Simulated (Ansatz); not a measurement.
# FeO (Fm-3m) in Ansatz: a series of runs

The runs below take FeO through relaxation of cell and atoms, band structure, with PBE+U, LDA, PBE.

Everything below comes from runs of Ansatz 0.2.0. Logs are shortened: lines on timing, memory, paths and dates and some standing lists are left out, and cuts for length are marked.

## (1) The crystal as given

The structure is cubic, space group Fm-3m (No. 225). Conventional cell: a = 4.311 Å, b = 4.311 Å, c = 4.311 Å, α = 90.00°, β = 90.00°, γ = 90.00°. Fe (site symmetry m-3m) is surrounded by 6 O at 2.16 Å. Around O (site symmetry m-3m) lie 6 Fe at 2.16 Å.

## (2) Relaxation of cell and atoms, PBE+U, collinear spin, ferromagnetic start

The input, input.yaml:

```yaml
crystal:
  lattice:
    - [0.0, 2.15540016, 2.15540016]
    - [2.15540016, 0.0, 2.15540016]
    - [2.15540016, 2.15540016, 0.0]
  atoms:
    - { symbol: Fe, position: [0.0, 0.0, 0.0], spin: 3.0 }
    - { symbol: O, position: [0.5, 0.5, 0.5] }
hamiltonian:
  xc: pbe
  pseudopotentials: { kind: paw }
  hubbard: { sites: [{ species: Fe, l: d, u_eff: 6.0 }] }
magnetization:
  spin_polarized: true
kpoints:
  mp_grid: { grid: [11, 11, 11] }
scf:
  occupations: { method: fermi_dirac, width: 0.05 }
output:
  forces: true
  stress: true
  eigenvalues: true
relax:
  f_tol: 0.01
  max_steps: 40
  cell: { stress_tol: 0.05 }
```

Potentials or basis: Ansatz PAW.

The run is started by

```sh
$ ansatz run input.yaml --threads 2 --pin off --max-ram 5632MiB --backend cpu --events-out ev --progress --plain --runs-dir out
```

Standard output:

```text
Warning: RAYON_NUM_THREADS=2 ignored (pool sized by the plan → 2); use --threads N
Fe: projections on atomic orbitals take those of the free atom [Ne] 3s2 3p6 3d6 4s2, of charge +0.00 (hamiltonian.pseudopotentials.projection_atoms); the dataset's partial waves leave at most 1.1e-6 of an orbital's norm unspanned inside its sphere
O: projections on atomic orbitals take those of the free atom [He] 2s2 2p4, of charge +0.00 (hamiltonian.pseudopotentials.projection_atoms); the dataset's partial waves leave at most 1.9e-8 of an orbital's norm unspanned inside its sphere
Engine: ansatz 0.2.0, x86_64-unknown-linux-gnu
Pseudopotentials: kind: paw
Pseudopotential: Fe, paw, valence charge 16, recommended cutoff 420 eV (normal), Fe.paw.azcp
Pseudopotential: O, paw, valence charge 6, recommended cutoff 420 eV (normal), O.paw.azcp
Functional definition: PBE
  parameter kappa = 0.804
  parameter beta = 0.06672455060314922
  exchange = pbe_x(kappa = kappa, mu = beta*pi^2/3)
  correlation = pbe_c(beta = beta)
Crystal: 2 atoms, lattice volume = 20.027 Å³
Basis set: ecut = 420 eV, 387 PW (Γ), exchange–correlation on 48×48×48 points (8 copies of the dense FFT grid, shifted against one another)
Bands: 17, of which v1, the nominal top of the filled ones, is band 11 counted from 1 (10 counted from 0)
Symmetry: 48 space group operations
Space group: Fm-3m (ITA 225), of the structure as read, at distance tolerance 2.7e-5 Å
Magnetic group: BNS 225.116 (UNI 1618), of the structure as read, at distance tolerance 2.7e-5 Å
k-points: 56 of 1331
Non-local potential: Fe, projectors of the file, l = 0: 3, l = 1: 2, l = 2: 3, l = 3: 1
Non-local potential: O, projectors of the file, l = 0: 2, l = 1: 2, l = 2: 1
PAW form: soft (Blöchl's): semilocal exchange-correlation on the pseudo side does not see the compensation charge
PAW one-centre angular grid: Fe, 590 points (default); XC on 64 Gauss nodes
PAW one-centre angular grid: O, 110 points (default); XC on 64 Gauss nodes
Initial density: superposition of atomic densities (chi_scale 0.1, normalization cell, long waves kept (reshape's long-wave potential 0.00 eV rms))
Starting moments: Σ|m| = 3 μB on 1 of 2 sites
Initial wavefunctions: pseudopotential atomic-orbital guess
Functional: x = pbe(κ = 0.804, μ = 0.2195149727645171), c = pbe(β = 0.06672455060314922)
SCF iter   1: F=—  HF=-5044.583068 eV  |F-HF|=—  |Δ(HF+E_count)|=         —  Δρ=1.54e-1 (↑1.54e-1 ↓7.86e-2)  dr2=5.35e0  dr2_m=1.26e0  M=3.878 μB ∫|m|=3.878 μB  β_m=1.00  ethr=3.10e-3  ⟨swp⟩=4.2  Hψ=7871  notcnv=0
preconditioner: auto → none  [metal: Δε(μ)=0.019 eV  Ē_g=14.266 eV  σ=0.050 eV  W_gap=0.09  n_scr=8 (ndim 8)  ℏωp=31.0 eV  f_vac=0.000  D(μ)=2.79/eV (n_scr^D=50)  sad-step TF]
SCF iter   2: F=—  HF=-5043.809058 eV  |F-HF|=—  |Δ(HF+E_count)|=   7.74e-1  Δρ=5.38e-2 (↑5.38e-2 ↓3.04e-2)  dr2=3.23e-1  dr2_m=2.50e-1  M=4.001 μB ∫|m|=4.005 μB  β_m=1.00  ethr=3.10e-3  ⟨swp⟩=2.7  Hψ=4615  notcnv=0  defer=43
SCF iter   3: F=—  HF=-5043.936373 eV  |F-HF|=—  |Δ(HF+E_count)|=   1.27e-1  Δρ=1.69e-2 (↑1.69e-2 ↓1.34e-2)  dr2=5.72e-2  dr2_m=1.01e-2  M=4.002 μB ∫|m|=4.012 μB  β_m=1.00  ethr=1.47e-3  ⟨swp⟩=1.9  Hψ=3166  notcnv=0  defer=46
SCF iter   4: F=—  HF=-5044.131157 eV  |F-HF|=—  |Δ(HF+E_count)|=   1.95e-1  Δρ=7.58e-3 (↑7.43e-3 ↓7.58e-3)  dr2=7.97e-3  dr2_m=2.04e-3  M=4.004 μB ∫|m|=4.018 μB  β_m=0.30  ethr=2.60e-4  ⟨swp⟩=2.2  Hψ=3206  notcnv=0  defer=45
Mixer restart at iter 4: flushing history
spin-set hold released at iteration 4 (site moments contracting): the magnetisation degrees of freedom join the quasi-Newton model from the next iteration; the mixer history was flushed
SCF iter   5: F=—  HF=-5044.244462 eV  |F-HF|=—  |Δ(HF+E_count)|=   1.13e-1  Δρ=6.53e-3 (↑5.32e-3 ↓6.53e-3)  dr2=4.31e-3  dr2_m=2.58e-3  M=4.003 μB ∫|m|=4.019 μB  β_m=0.65  ethr=3.62e-5  ⟨swp⟩=2.0  Hψ=3750  notcnv=0  defer=45
SCF iter   6: F=—  HF=-5044.374949 eV  |F-HF|=—  |Δ(HF+E_count)|=   1.30e-1  Δρ=4.07e-3 (↑4.07e-3 ↓2.67e-3)  dr2=6.50e-3  dr2_m=2.68e-4  M=4.002 μB ∫|m|=4.022 μB  β_m=0.61  ethr=1.96e-5  ⟨swp⟩=2.2  Hψ=3757  notcnv=0  defer=45
SCF iter   7: F=—  HF=-5044.374123 eV  |F-HF|=—  |Δ(HF+E_count)|=   8.26e-4  Δρ=3.39e-3 (↑9.24e-4 ↓3.39e-3)  dr2=3.09e-3  dr2_m=3.29e-4  M=4.003 μB ∫|m|=4.024 μB  β_m=0.53  ethr=1.96e-5  ⟨swp⟩=2.0  Hψ=4070  notcnv=0  defer=69
SCF iter   8: F=—  HF=-5044.373599 eV  |F-HF|=—  |Δ(HF+E_count)|=   5.23e-4  Δρ=1.19e-3 (↑9.60e-4 ↓1.19e-3)  dr2=3.65e-4  dr2_m=8.75e-5  M=4.002 μB ∫|m|=4.022 μB  β_m=0.49  ethr=1.41e-5  ⟨swp⟩=2.1  Hψ=2455  notcnv=0  defer=69
SCF iter   9: F=—  HF=-5044.373501 eV  |F-HF|=—  |Δ(HF+E_count)|=   9.82e-5  Δρ=4.67e-4 (↑2.68e-4 ↓4.67e-4)  dr2=2.86e-5  dr2_m=1.73e-5  M=4.002 μB ∫|m|=4.022 μB  β_m=0.74  ethr=1.66e-6  ⟨swp⟩=2.5  Hψ=2649  notcnv=0  defer=69
SCF iter  10: F=—  HF=-5044.373500 eV  |F-HF|=—  |Δ(HF+E_count)|=   1.46e-6  Δρ=9.57e-5 (↑5.78e-5 ↓9.57e-5)  dr2=6.35e-7  dr2_m=9.29e-7  M=4.002 μB ∫|m|=4.022 μB  β_m=0.87  ethr=1.30e-7  ⟨swp⟩=2.0  Hψ=2799  notcnv=0  defer=69
iter 11 did not close the SCF: its close was put off until two iterations running show no level that it waits for move by more than its bar (scf_convergence_deferred on its scf_iter line)
SCF iter  11: F=-5044.373500 eV  HF=-5044.373500 eV  |F-HF|=4.01e-9  |Δ(HF+E_count)|=   2.54e-7  Δρ=1.20e-5 (↑6.30e-6 ↓1.20e-5)  dr2=1.03e-8  dr2_m=1.40e-8  M=4.002 μB ∫|m|=4.022 μB  β_m=0.94  ethr=4.55e-10  ⟨swp⟩=4.5  Hψ=7821  notcnv=0
iter 12 did not close the SCF: its close was put off until two iterations running show no level that it waits for move by more than its bar (scf_convergence_deferred on its scf_iter line)
SCF iter  12: F=-5044.373500 eV  HF=-5044.373500 eV  |F-HF|=5.18e-11  |Δ(HF+E_count)|=   6.92e-9  Δρ=8.48e-7 (↑6.28e-7 ↓8.48e-7)  dr2=1.33e-10  dr2_m=6.77e-11  M=4.002 μB ∫|m|=4.022 μB  β_m=0.97  ethr=4.67e-11  ⟨swp⟩=1.5  Hψ=5224  notcnv=0
[... 300 lines left out ...]
Internal energy: -5045.762129 eV  (E = F + TS)
E sigma→0 (E₀):  -5045.762129 eV
Entropy (-TS):   -0.000000 eV (-0.000 meV/atom)
Fermi energy:    12.290792 eV
--- Per-component energies (eV) ---
  E_band       = -314.335755
  E_kinetic    = 512.082338
  E_local      = -2714.589705  (includes V_loc(G=0)·N_el)
  E_nonlocal   = 281.441152
  E_hartree    = 1103.350047
[... 10 lines left out ...]
  Σ components = -5045.762129   (vs F -5045.762129, Δ=0.00e0)
--- Forces (eV/Å), atoms counted from 1 ---
  atom   1  Fe     0.00000000     0.00000000     0.00000000
  atom   2  O     -0.00000000    -0.00000000     0.00000000
  max |Σ_I F_I| component: 1.26e-29 eV/Å
--- Stress (GPa, compression-positive) ---
        0.001885      -0.000000       0.004414
       -0.000000       0.038848      -0.000000
        0.004414      -0.000000       0.001885
  P = ⅓ Tr σ = 0.0142 GPa (0.142 kbar)
--- Band table (eV; the first three rows and the last of 432) ---
  k-point 0 ↑: bands = ["-77.0907", "-44.2279", "-42.5681", "-42.5329", "-6.6579", "5.4136", "5.5701", "6.0481", "6.4211", "7.2663", "9.7893", "9.9937", "10.0832", "12.6736", "27.8474", "28.7392", "28.9591"]
  k-point 1 ↑: bands = ["-77.0905", "-44.2281", "-42.5693", "-42.5356", "-6.5815", "5.3698", "5.5872", "5.9186", "6.3593", "7.1860", "9.5012", "9.9855", "10.2166", "13.3521", "26.5853", "28.5045", "28.8791"]
  k-point 2 ↑: bands = ["-77.0900", "-44.2288", "-42.5728", "-42.5422", "-6.3692", "5.1904", "5.4293", "5.8356", "6.1654", "6.9653", "8.8588", "10.4586", "10.5919", "14.5891", "24.5806", "27.5847", "27.6454"]
  k-point 215 ↓: bands = ["-72.7645", "-39.2867", "-38.7472", "-38.6958", "-5.2312", "6.9129", "8.7880", "9.2672", "10.3675", "14.2238", "15.9818", "16.6189", "16.8217", "19.3400", "21.6989", "24.4901", "28.1826"]
Occupation matrices written to <dir>
--- The result so far, ahead of a search for a lower minimum behind the relaxation; the run's own can be another ---
--- Relaxed structure (12 steps of the walk, 12 accepted, 4 SCFs on fresh bases) ---
  F+E_penalty+E_count = -5045.76212921 eV   max|allowed force component| = 6.311e-30 eV/Å   (the final SCF, on the basis selected at the relaxed cell)
  cell:  # Å, volume = 21.8340 Å³
    - [0.03638931243871035, 2.2741140160126054, 2.19131849559944]
    - [2.2277078080381503, 4.9280987173688265e-34, 2.2277078080381503]
    - [2.19131849559944, 2.2741140160126054, 0.03638931243871035]
  atoms:
    - { symbol: Fe, position: [-4.181474258879383e-34, 1.8731701604883844e-34, 3.2879371885342255e-34] }
    - { symbol: O, position: [0.5000000000000001, 0.5000000000000001, 0.5000000000000001] }
--- Search for a lower minimum behind the relaxation: the rows below count on from the relaxation's ---
Stability of the state it starts from, as read at its close in the collinear treatment: not read negative (Ritz values of 1 − χ₀K, real part plus size of imaginary part, from 1.0 to 1.0, by its mixing steps under the symmetry group of the SCF that read it); its run was given moments
iter 1 solved again at ethr=5.67e-9 eV; its pass at ethr=3.10e-3 eV (dr2=1.25e-6 eV) is discarded
SCF iter   1: F=—  HF=-5045.762129 eV  |F-HF|=—  |Δ(HF+E_count)|=         —  Δρ=1.94e-7 (↑1.94e-7 ↓1.34e-7)  dr2=5.45e-12  dr2_m=1.76e-12  M=4.000 μB ∫|m|=4.000 μB  β_m=0.30  ethr=5.67e-9  ⟨swp⟩=3.0  Hψ=52829  notcnv=0
eigensolver tolerance schedule: the retry pair's looser diagonalisation over-reported the residual by 228757.90 of it (diagonalisation noise at 0.72 of the residual, at the tolerance the schedule requests for it); recorded, not acted on — ethr = c·dr2/N_el stays at c = 1.0e-1
SCF iter   2: F=-5045.762129 eV  HF=-5045.762129 eV  |F-HF|=5.46e-12  |Δ(HF+E_count)|=  6.40e-10  Δρ=1.51e-7 (↑9.25e-8 ↓1.51e-7)  dr2=3.60e-12  dr2_m=1.66e-12  M=4.000 μB ∫|m|=4.000 μB  ethr=1.00e-12  ⟨swp⟩=3.0  Hψ=17598  notcnv=0
SCF 1 converged in 2 iterations: F = -5045.762129 eV  dr2 = 3.60e-12
iter 1 solved again at ethr=1.00e-12 eV; its pass at ethr=4.55e-6 eV (dr2=3.55e-12 eV) is discarded
SCF iter   1: F=—  HF=-5045.762129 eV  |F-HF|=—  |Δ(HF+E_count)|=         —  Δρ=1.50e-7 (↑9.27e-8 ↓1.50e-7)  dr2=3.55e-12  dr2_m=1.66e-12  M=4.000 μB ∫|m|=4.000 μB  ethr=1.00e-12  ⟨swp⟩=1.0  Hψ=72412  notcnv=0
SCF iter   2: F=—  HF=-5045.762126 eV  |F-HF|=—  |Δ(HF+E_count)|=   2.78e-6  Δρ=5.42e-5 (↑3.88e-5 ↓5.42e-5)  dr2=7.09e-7  dr2_m=4.93e-8  M=4.000 μB ∫|m|=4.000 μB  ethr=4.55e-6  ⟨swp⟩=1.0  Hψ=51245  notcnv=0
SCF iter   3: F=-5045.762129 eV  HF=-5045.762129 eV  |F-HF|=1.98e-9  |Δ(HF+E_count)|=   2.76e-6  Δρ=3.10e-6 (↑3.10e-6 ↓2.12e-6)  dr2=2.69e-9  dr2_m=3.60e-10  M=4.000 μB ∫|m|=4.000 μB  ethr=4.55e-10  ⟨swp⟩=1.5  Hψ=29392  notcnv=0
iter 1 solved again at ethr=1.00e-12 eV; its pass at ethr=4.55e-6 eV (dr2=3.55e-12 eV) is discarded
SCF iter   1: F=—  HF=-5045.762129 eV  |F-HF|=—  |Δ(HF+E_count)|=         —  Δρ=1.50e-7 (↑9.27e-8 ↓1.50e-7)  dr2=3.55e-12  dr2_m=1.66e-12  M=4.000 μB ∫|m|=4.000 μB  ethr=1.00e-12  ⟨swp⟩=1.0  Hψ=72401  notcnv=0
SCF iter   2: F=—  HF=-5045.762129 eV  |F-HF|=—  |Δ(HF+E_count)|=   1.27e-8  Δρ=1.03e-5 (↑1.03e-5 ↓8.59e-6)  dr2=4.48e-8  dr2_m=1.61e-9  M=4.000 μB ∫|m|=4.000 μB  ethr=4.55e-10  ⟨swp⟩=1.0  Hψ=51261  notcnv=0
SCF iter   3: F=-5045.762129 eV  HF=-5045.762129 eV  |F-HF|=2.19e-9  |Δ(HF+E_count)|=   1.23e-8  Δρ=2.67e-6 (↑2.67e-6 ↓1.57e-6)  dr2=1.74e-9  dr2_m=1.10e-10  M=4.000 μB ∫|m|=4.000 μB  ethr=2.61e-10  ⟨swp⟩=1.0  Hψ=32222  notcnv=0
SCF converged after 6 iterations
Magnetization: 4.0000 μB (13.0000 up, 9.0000 down)
Absolute magnetization: 4.0000 μB (∫|ρ↑−ρ↓|, with the PAW one-centre terms)
Spin contamination: 0.0051 ħ² per cell (⟨S²⟩ above its minimum at these occupations)
Per-site moments (μB) at R_I (Å): [(3.535149703462246, 0.9040435047342659), (0.14087204885340482, 0.9040435047342659)]
Free energy (F): -5045.762129 eV
Harris-Foulkes:  -5045.762129 eV  (|F-HF|=1.18e-11)
[... 29 lines left out ...]
  P = ⅓ Tr σ = 0.0142 GPa (0.142 kbar)
--- Band table (eV; the first three rows and the last of 432) ---
  k-point 0 ↑: bands = ["-77.0907", "-44.2279", "-42.5681", "-42.5329", "-6.6579", "5.4136", "5.5701", "6.0481", "6.4211", "7.2663", "9.7893", "9.9937", "10.0832", "12.6736", "27.8474", "28.7392", "28.9591"]
  k-point 1 ↑: bands = ["-77.0905", "-44.2281", "-42.5693", "-42.5356", "-6.5815", "5.3698", "5.5872", "5.9186", "6.3593", "7.1860", "9.5012", "9.9855", "10.2166", "13.3521", "26.5853", "28.5045", "28.8791"]
  k-point 2 ↑: bands = ["-77.0900", "-44.2288", "-42.5728", "-42.5422", "-6.3692", "5.1904", "5.4293", "5.8356", "6.1654", "6.9653", "8.8588", "10.4586", "10.5919", "14.5891", "24.5806", "27.5847", "27.6454"]
  k-point 215 ↓: bands = ["-72.7645", "-39.2867", "-38.7472", "-38.6958", "-5.2312", "6.9129", "8.7880", "9.2672", "10.3675", "14.2238", "15.9818", "16.6189", "16.8217", "19.3400", "21.6989", "24.4901", "28.1826"]
--- Relaxed structure (12 steps of the walk, 12 accepted, 4 SCFs on fresh bases) ---
  F+E_penalty+E_count = -5045.76212921 eV   max|allowed force component| = 6.311e-30 eV/Å   (the final SCF, on the basis selected at the relaxed cell)
  cell:  # Å, volume = 21.8340 Å³
    - [0.03638931243871035, 2.2741140160126054, 2.19131849559944]
    - [2.2277078080381503, 4.9280987173688265e-34, 2.2277078080381503]
    - [2.19131849559944, 2.2741140160126054, 0.03638931243871035]
  atoms:
    - { symbol: Fe, position: [-4.181474258879383e-34, 1.8731701604883844e-34, 3.2879371885342255e-34] }
    - { symbol: O, position: [0.5000000000000001, 0.5000000000000001, 0.5000000000000001] }
```

Wall time 1.8 min (2 threads of Intel Xeon 6975P-C (Granite Rapids), shared host); peak memory 1.1 GiB.

What came out:

```
Free energy                            : -5045.7621 eV
Relaxed volume                         : 10.92 Å³/atom
Relaxed cell                           : a = 3.158 Å, b = 3.150 Å, c = 3.158 Å, α = 60.08°, β = 57.69°, γ = 60.08°
Space group after relaxing (to 0.05 Å) : Immm (No. 71)
Energy gained by relaxing              : 694.3 meV/atom
Ionic steps                            : 17
Pressure after relaxing                : 0.0 GPa
Band gap on the k mesh                 : 0.92 eV, indirect (least direct gap 2.35 eV)
Net moment                             : 4.00 μB per cell
Absolute moment                        : 4.00 μB per cell
Site moments                           : Fe +3.54; O +0.14 μB
```

Step by step:
```csv
step,energy change (eV),largest force (eV/Å),volume (Å³)
1,0.0000,0.0000,20.03
2,-0.0050,0.0000,20.34
3,-0.0052,0.0000,20.52
4,-0.0052,0.0000,20.53
5,-0.0076,0.0000,20.53
6,-0.0075,0.0000,20.55
7,-0.0076,0.0000,20.55
8,-1.3341,0.0000,20.55
9,-1.3732,0.0000,21.33
10,-1.3791,0.0000,21.76
11,-1.3810,0.0000,21.78
12,-1.3810,0.0000,21.79
13,-1.3885,0.0000,21.79
14,-1.3884,0.0000,21.83
15,-1.3884,0.0000,21.83
16,-1.3886,0.0000,21.83
17,-1.3886,0.0000,21.83
```

Final structure:
```
Fe O
1.0
     0.03639    2.27411    2.19132
     2.22771    0.00000    2.22771
     2.19132    2.27411    0.03639
Fe O
1 1
Cartesian
  0.0000 0.0000 0.0000
  2.2277 2.2741 2.2277
```

Eigenvalues of the final occupation matrices:
```csv
site,spin,trace,eigenvalues
site 1,1,4.99,1.00 1.00 1.00 1.00 1.00
site 1,2,1.22,0.03 0.03 0.07 0.10 0.99
```

Caveat: the magnetic or orbital state may not be the lowest; the electronic state changed during the relaxation; odd divisions of the mesh miss points on the zone boundary, where band edges often lie, so the gap on the mesh can be too wide; the plane-wave basis is chosen anew once the cell has moved, so the energies of steps on either side of that aren't comparable; the pressure holds a Pulay correction of +0.6 GPa for the finite cutoff; a cell with one magnetic atom can't hold antiferromagnetic order, which such compounds often take. The state reached can hang on the start; a lower one may exist.

## (3) Relaxation of cell and atoms, PBE+U, collinear spin, ferromagnetic start

Edit input.yaml of step 2 so:

```diff
@@ -11,3 +11,3 @@
   pseudopotentials: { kind: paw }
-  hubbard: { sites: [{ species: Fe, l: d, u_eff: 6.0 }] }
+  hubbard: { sites: [{ species: Fe, l: d, u_eff: 8.0 }] }
 magnetization:
```

Potentials or basis: Ansatz PAW.

The run is started by

```sh
$ ansatz run input.yaml --threads 2 --pin off --max-ram 5632MiB --backend cpu --events-out ev --progress --plain --runs-dir out
```

Run time: 1.8 min. Hardware: 2 threads of Intel Xeon 6975P-C (Granite Rapids), shared host; peak memory 1.1 GiB.

Results (log left out):

| Quantity | Value |
| --- | --- |
| Free energy | -5045.5540 eV |
| Relaxed volume | 11.07 Å³/atom |
| Relaxed cell | a = 3.171 Å, b = 3.167 Å, c = 3.171 Å, α = 60.05°, β = 57.79°, γ = 60.05° |
| Space group after relaxing (to 0.05 Å) | Immm (No. 71) |
| Energy gained by relaxing | 1020.2 meV/atom |
| Ionic steps | 17 |
| Pressure after relaxing | 0.0 GPa |
| Band gap on the k mesh | 1.00 eV, indirect (least direct gap 2.21 eV) |
| Net moment | 4.00 μB per cell |
| Absolute moment | 4.00 μB per cell |
| Site moments | Fe +3.57; O +0.10 μB |

The path:
```tsv
step	energy change (eV)	largest force (eV/Å)	volume (Å³)
1	0.0000	0.0000	20.03
2	-0.0108	0.0000	20.47
3	-0.0119	0.0000	20.74
4	-0.0118	0.0000	20.75
5	-0.0153	0.0000	20.75
6	-0.0152	0.0000	20.78
7	-0.0154	0.0000	20.78
8	-1.9838	0.0000	20.78
9	-2.0251	0.0000	21.62
10	-2.0307	0.0000	22.07
11	-2.0324	0.0000	22.08
12	-2.0323	0.0000	22.09
13	-2.0403	0.0000	22.09
14	-2.0402	0.0000	22.13
15	-2.0402	0.0000	22.14
16	-2.0404	0.0000	22.14
17	-2.0404	0.0000	22.14
```

Final structure:
```
Fe O
1.0
     0.03598    2.28067    2.20325
     2.23923    0.00000    2.23923
     2.20325    2.28067    0.03598
Fe O
1 1
Direct
  0.00000 0.00000 0.00000
  0.50000 0.50000 0.50000
```

Levels at points of the mesh, in eV from the valence-band top:
Spin up:
| k point | band 10 | band 11 | band 12 | band 13 | band 14 | band 15 | band 16 | band 17 |
| --- | --- | --- | --- | --- | --- | --- | --- | --- |
| (0.00, 0.00, 0.00) | -5.43 | -1.67 | -1.47 | -1.39 | 1.00 | 16.16 | 17.00 | 17.21 |
Spin down:
```
           k point  band 6  band 7  band 8  band 9  band 10  band 11  band 12  band 13
(0.00, 0.00, 0.00)   -3.39   -1.45   -1.31   -1.21     1.88     4.41     4.64     4.73
```

Eigenvalues of the final occupation matrices:
```
  site  spin  trace               eigenvalues
site 1     1   4.99  1.00 1.00 1.00 1.00 1.00
site 1     2   1.18  0.02 0.02 0.06 0.08 0.99
```

Caveat: the magnetic or orbital state may not be the lowest; the electronic state changed during the relaxation; odd divisions of the mesh miss points on the zone boundary, where band edges often lie, so the gap on the mesh can be too wide; the plane-wave basis is chosen anew once the cell has moved, so the energies of steps on either side of that aren't comparable; the pressure holds a Pulay correction of +0.6 GPa for the finite cutoff; a cell with one magnetic atom can't hold antiferromagnetic order, which such compounds often take. A k mesh can miss the band edges.

[end of part 1 of 2]
